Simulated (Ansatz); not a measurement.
# SiC: what a change does to the field gradients

Base: an entry of the Crystallography Open Database (COD), its atoms then relaxed with PBE in this cell.

```yaml
crystal:
  lattice:
    - [3.09500, 0.00000, 0.00000]
    - [-1.54750, 2.68035, 0.00000]
    - [0.00000, 0.00000, 15.17000]
  atoms:
    - { symbol: Si, position: [0.00000, 0.00000, 0.12505] }
    - { symbol: Si, position: [0.00000, 0.00000, 0.62505] }
    - { symbol: Si, position: [0.33333, 0.66667, 0.29183] }
    - { symbol: Si, position: [0.66667, 0.33333, 0.79183] }
    - { symbol: Si, position: [0.33333, 0.66667, 0.95832] }
    - { symbol: Si, position: [0.66667, 0.33333, 0.45832] }
    - { symbol: C, position: [0.00000, 0.00000, 0.99967] }
    - { symbol: C, position: [0.00000, 0.00000, 0.49967] }
    - { symbol: C, position: [0.33333, 0.66667, 0.16683] }
    - { symbol: C, position: [0.66667, 0.33333, 0.66683] }
    - { symbol: C, position: [0.33333, 0.66667, 0.83331] }
    - { symbol: C, position: [0.66667, 0.33333, 0.33331] }
```

Atom numbers follow the list; atoms alike are taken as one site, whose name carries the number of the first.

The numbers come from a DFT calculation in Ansatz (PBE, plane waves and PAW (field gradients read without the response of the frozen cores, which leaves them typically 4 to 6 % off), scalar-relativistic, 420 eV cutoff, Γ-centred 10×10×2 k-points, Fermi–Dirac smearing 0.02 eV).

Gradients in 10²¹ V/m², for some of the sites:

```json
{"site": "Si1", "atoms": "1", "V_zz base": "-0.093", "η base": "0.00", "V_zz variant": "-0.093", "η variant": "0.03"}
{"site": "Si2", "atoms": "2", "V_zz base": "-0.093", "η base": "0.00", "V_zz variant": "2.62", "η variant": "0.54"}
{"site": "Si3", "atoms": "3", "V_zz base": "0.16", "η base": "0.00", "V_zz variant": "0.16", "η variant": "0.12"}
{"site": "Si4", "atoms": "4", "V_zz base": "0.16", "η base": "0.00", "V_zz variant": "0.18", "η variant": "0.12"}
{"site": "Si5", "atoms": "5", "V_zz base": "0.20", "η base": "0.00", "V_zz variant": "0.20", "η variant": "0.01"}
{"site": "Si6", "atoms": "6", "V_zz base": "0.20", "η base": "0.00", "V_zz variant": "0.20", "η variant": "0.86"}
{"site": "C7", "atoms": "7", "V_zz base": "0.18", "η base": "0.00", "V_zz variant": "0.18", "η variant": "0.01"}
{"site": "C8", "atoms": "8", "V_zz base": "0.18", "η base": "0.00", "V_zz variant": "0.25", "η variant": "0.35"}
{"site": "C9", "atoms": "9", "V_zz base": "0.036", "η base": "0.00", "V_zz variant": "0.036", "η variant": "0.02"}
{"site": "C10", "atoms": "10", "V_zz base": "0.036", "η base": "0.00", "V_zz variant": "0.22", "η variant": "0.65"}
```

Q: Which change was made?
A. volume scaled by 1.01, ions relaxed
B. atom 2 (Si) moved by 0.10 Å along (0.000, 0.100, 0.000) Å
C. z compressed by 1 %, ions relaxed
D. volume scaled by 0.95, ions relaxed

A: B. It leaves 12 symmetry-distinct sites where the base has 6, which no other option does. The largest change of V_zz along a kept axis is on C8, from 0.18 to 0.25. The whole tensor moves most on Si2, by 2.60 along its most changed direction. Small gradients that grow severalfold: Si2 (-0.093 to 2.62). Where |V_zz| stays above 0.1 and the axes keep their order, η moves most on Si6, from 0.00 to 0.86. On Si2, C10 the largest principal value lies along another axis in the second run, so the two V_zz can't be compared directly. Sites with |V_zz| of 0.02 or less aren't listed.

For the variant: The atoms aren't relaxed after the move (largest force 1.7 eV/Å).
